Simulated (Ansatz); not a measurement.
# AlNi: how the energy converges with the cutoff

AlNi, P1, a = 2.731 Å, b = 2.775 Å, c = 3.175 Å, α, β, γ = 89.0°, 90.2°, 90.7°. Ansatz: PBEsol, PAW, cutoff varied, Γ-centred 10×10×10 mesh on 2 atoms, Gaussian smearing 0.10 eV; no spin polarisation. Single points at one geometry with displaced atoms, the cutoff alone changed; ΔE is the energy at zero smearing over the run at 600 eV. The runs up to 350 eV lie under the cutoff recommended for these PAW datasets.

```tsv
cutoff (eV)	ΔE (meV/atom)
200	7634.18
250	1298.32
300	169.67
350	13.73
420	?
```

Task: Assume ΔE falls exponentially with the cutoff, fit y = ln ΔE against x, the cutoff in eV, to the other rows, and predict the missing value.

Result: y = 8.940, 7.169, 5.134, 2.620. Means x = 275.0, y = 5.9657; Σ(Δx)² = 12500, ΣΔxΔy = -524.9; the slope is their ratio. y = 17.51 − 0.04199 x, a factor of ten per 55 eV. At 420 eV this gives ΔE = 0.88 meV/atom. The run gave 1.01, a ratio of 0.87. Between neighbouring rows the decay runs from a factor of ten per 46 eV to one per 65 eV, so one exponential is only a rough guide.

Cost: 6 runs of about 1.6 core-minutes in all, on Intel Xeon Platinum 8259CL (Skylake/Cascade Lake) (shared hosts).